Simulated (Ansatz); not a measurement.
# ZnS (Wurtzite-2H) (P6_3mc) in Ansatz: a series of runs, part 2 of 2

Ansatz 0.2.0. The steps go on from the part before.

**5. Relaxation of cell and atoms, LDA**

The input, input.yaml:

```yaml
crystal:
  lattice:
    - [3.811, 0.0, 0.0]
    - [-1.9055, 3.3004228138, 0.0]
    - [0.0, 0.0, 6.234]
  atoms:
    - { symbol: Zn, position: [0.6666666667, 0.3333333333, 0.5] }
    - { symbol: Zn, position: [0.3333333333, 0.6666666667, 0.0] }
    - { symbol: S, position: [0.6666666667, 0.3333333333, 0.885] }
    - { symbol: S, position: [0.3333333333, 0.6666666667, 0.385] }
hamiltonian:
  xc: lda
  pseudopotentials: { kind: paw }
kpoints:
  mp_grid: { grid: [8, 8, 5] }
scf:
  occupations: { method: fermi_dirac, width: 0.05 }
output:
  forces: true
  stress: true
relax:
  f_tol: 0.01
  max_steps: 40
  cell: { stress_tol: 0.05 }
```

Potentials or basis: Ansatz PAW.

On the command line:

```
$ ansatz run input.yaml --threads 2 --pin off --max-ram 5632MiB --backend cpu --events-out ev --progress --plain --runs-dir out
```

Log:

```text
Warning: RAYON_NUM_THREADS=2 ignored (pool sized by the plan → 2); use --threads N
Engine: ansatz 0.2.0, x86_64-unknown-linux-gnu
Pseudopotentials: kind: paw
Pseudopotential: Zn, paw, valence charge 12, recommended cutoff 420 eV (normal), Zn.paw.azcp
Pseudopotential: S, paw, valence charge 6, recommended cutoff 420 eV (normal), S.paw.azcp
Functional definition: SPW92
  exchange = slater_x
  correlation = pw_c
Crystal: 4 atoms, lattice volume = 78.411 Å³
Basis set: ecut = 420 eV, 1521 PW (Γ)
Bands: 22, of which v1, the nominal top of the filled ones, is band 18 counted from 1 (17 counted from 0)
Symmetry: 12 space group operations
Space group: P63mc (ITA 186), of the structure as read, at distance tolerance 4.3e-5 Å
k-points: 30 of 320 (time reversal used)
Non-local potential: Zn, projectors of the file, l = 0: 2, l = 1: 2, l = 2: 3, l = 3: 1
Non-local potential: S, projectors of the file, l = 0: 2, l = 1: 2, l = 2: 2
PAW form: soft (Blöchl's): semilocal exchange-correlation on the pseudo side does not see the compensation charge
PAW frozen core: Zn, regenerated for the run's functional, and the local potential with it (the file was generated under x = pbe(κ = 0.804, μ = 0.2195149727645171), c = pbe(β = 0.06672455060314922))
PAW frozen core: S, regenerated for the run's functional, and the local potential with it (the file was generated under x = pbe(κ = 0.804, μ = 0.2195149727645171), c = pbe(β = 0.06672455060314922))
PAW one-centre angular grid: Zn, 590 points (default); XC on 64 Gauss nodes
PAW one-centre angular grid: S, 110 points (default); XC on 64 Gauss nodes
Initial density: superposition of atomic densities (neutral atoms: chi_scale 0, normalization atom), corrected by the library's trained network
Initial wavefunctions: pseudopotential atomic-orbital guess
Functional: x = slater, c = lda
SCF iter   1: F=—  HF=-8234.803522 eV  |F-HF|=—  |Δ(HF+E_count)|=         —  Δρ=7.05e-3  dr2=3.59e-2  ethr=1.77e-3  ⟨swp⟩=5.6  Hψ=3103  notcnv=0
[... 70 lines left out ...]
SCF converged after 6 iterations
Free energy (F): -8234.865590 eV
Harris-Foulkes:  -8234.865590 eV  (|F-HF|=3.64e-12)
Internal energy: -8234.865590 eV  (E = F + TS)
E sigma→0 (E₀):  -8234.865590 eV
Fermi energy:    7.455181 eV
--- Per-component energies (eV) ---
  E_band       = 17.512790
  E_kinetic    = 480.569475
  E_local      = -4019.463848  (includes V_loc(G=0)·N_el)
  E_nonlocal   = 1291.955269
  E_hartree    = 1677.444517
  E_xc         = -465.199814
  E_vxc        = -284.636379  (∫ρ·V_xc dr)
  E_paw        = -4649.490087  (= ΣΔE_a)
  E_vpaw       = -805.800101  (= ΣTr[D̂ρ^β])
  E_aug_tail   = -0.000739  (compensation charges beyond the density's cutoff)
  E_ewald      = -2554.101040
  E_core_change = 3.420678  (= ΣΔE_core)
  E_smearing   = -0.000000  (= −TS)
  E_closure    = -0.000000  (closes the sum)
  Σ components = -8234.865590   (vs F -8234.865590, Δ=0.00e0)
--- Forces (eV/Å), atoms counted from 1 ---
  atom   1  Zn     0.00000000     0.00000000    -0.00013431
  atom   2  Zn     0.00000000    -0.00000000    -0.00013431
  atom   3  S      0.00000000     0.00000000     0.00013456
  atom   4  S      0.00000000    -0.00000000     0.00013456
  max |Σ_I F_I| component: 5.06e-7 eV/Å
--- Stress (GPa, compression-positive) ---
       -0.002149       0.000000       0.000000
       -0.000000      -0.002149       0.000000
        0.000000       0.000000      -0.001443
  P = ⅓ Tr σ = -0.0019 GPa (-0.019 kbar)
--- Relaxed structure (5 steps of the walk, 5 accepted, 1 SCFs on fresh bases) ---
  F+E_penalty+E_count = -8234.86558976 eV   max|allowed force component| = 1.344e-4 eV/Å   (the final SCF, on the basis selected at the relaxed cell)
  cell:  # Å, volume = 74.3443 Å³
    - [3.738284630664903, 0.0, 0.0]
    - [-1.8691423153324516, 3.237449456732734, 4.950286891467908e-35]
    - [0.0, 9.350343947530304e-35, 6.142887609622767]
  atoms:
    - { symbol: Zn, position: [0.6666666666666666, 0.3333333333333333, 0.5055897758012384] }
    - { symbol: Zn, position: [0.3333333333333333, 0.6666666666666666, 0.005589775801238447] }
    - { symbol: S, position: [0.6666666666666666, 0.3333333333333333, 0.8794102241987616] }
    - { symbol: S, position: [0.3333333333333333, 0.6666666666666666, 0.3794102241987615] }
```

Run time: 23 s. Hardware: 2 threads of Intel Xeon at 2.50GHz (Skylake/Cascade Lake), shared host; peak memory 0.37 GiB.

Results:

```yaml
Free_energy: -8234.8656 eV
Relaxed_volume: 18.59 Å³/atom
Relaxed_cell: a = 3.738 Å, b = 3.738 Å, c = 6.143 Å, α = 90.00°, β = 90.00°, γ = 120.00°
Space_group_after_relaxing_to_0.05_Å: P6_3mc (No. 186)
Energy_gained_by_relaxing: 18.5 meV/atom
Ionic_steps: 6
Pressure_after_relaxing: 0.0 GPa
Band_gap_on_the_k_mesh: 2.19 eV
```

The path:
```tsv
step	energy change (eV)	largest force (eV/Å)	volume (Å³)
1	0.0000	0.2948	78.41
2	-0.0556	0.2292	75.96
3	-0.0744	0.0075	73.93
4	-0.0750	0.0028	74.36
5	-0.0751	0.0002	74.34
6	-0.0738	0.0001	74.34
```

Final structure:
```xyz
4
Lattice="3.7383 0.0000 0.0000 -1.8691 3.2374 0.0000 0.0000 0.0000 6.1429" Properties=species:S:1:pos:R:3 pbc="T T T"
Zn    1.8691    1.0791    3.1058
Zn    0.0000    2.1583    0.0343
S     1.8691    1.0791    5.4021
S     0.0000    2.1583    2.3307
```

Caveat: odd divisions of the mesh miss points on the zone boundary, where band edges often lie, so the gap on the mesh can be too wide; the plane-wave basis is chosen anew once the cell has moved, so the energies of steps on either side of that aren't comparable; the PAW data sets come from PBE, with cores solved anew for the run's functional, which leaves a small shift of forces and pressure. Expect the measured gap to be larger: semilocal functionals such as LDA lack the derivative discontinuity.

**6. Overview**

| task | level | cell | smearing | gap on the mesh (eV) | pressure (GPa) | relaxed volume (Å³/atom) | largest force (eV/Å) |
| --- | --- | --- | --- | --- | --- | --- | --- |
| relaxation of cell and atoms | BLYP+D4 | relaxed | fermi-dirac 0.05 eV | 2.14 | 0.0 | 19.75 | - |
| single point | PBE | as given | gaussian 0.029 eV | 2.25 | 2.3 | - | 0.32 |
| single point | PBE | as given | gaussian 0.03 eV | 2.25 | 2.3 | - | 0.32 |
| relaxation of cell and atoms | LDA | relaxed | fermi-dirac 0.05 eV | 2.19 | 0.0 | 18.59 | - |

Alike in all rows: potentials or basis Ansatz PAW; no spin polarisation; k mesh 8 × 8 × 5; cutoff (eV) 420.

Caveats: odd divisions of the mesh miss points on the zone boundary, where band edges often lie, so the gap on the mesh can be too wide; the plane-wave basis is chosen anew once the cell has moved, so the energies of steps on either side of that aren't comparable (some runs); the PAW data sets come from PBE, with cores solved anew for the run's functional, which leaves a small shift of forces and pressure (some runs).

Absolute energies hang on the potentials; compare differences alone.

**7. Comparison with measurements**

Step 3. Measured gap of ZnS: 3.911 eV (direct; 4 K; a printed reference work, monograph). This calculation gives 2.25 eV (-1.66 eV). The value is that of PBE, without temperature or zero-point motion. Semilocal functionals fall short of measured gaps as a rule.

Step 4. A measured gap of ZnS is 3.911 eV (direct; 4 K; a printed reference work, monograph); the calculated 2.25 eV misses it by -1.66 eV. The value is that of PBE, without temperature or zero-point motion. Semilocal functionals fall short of measured gaps as a rule.
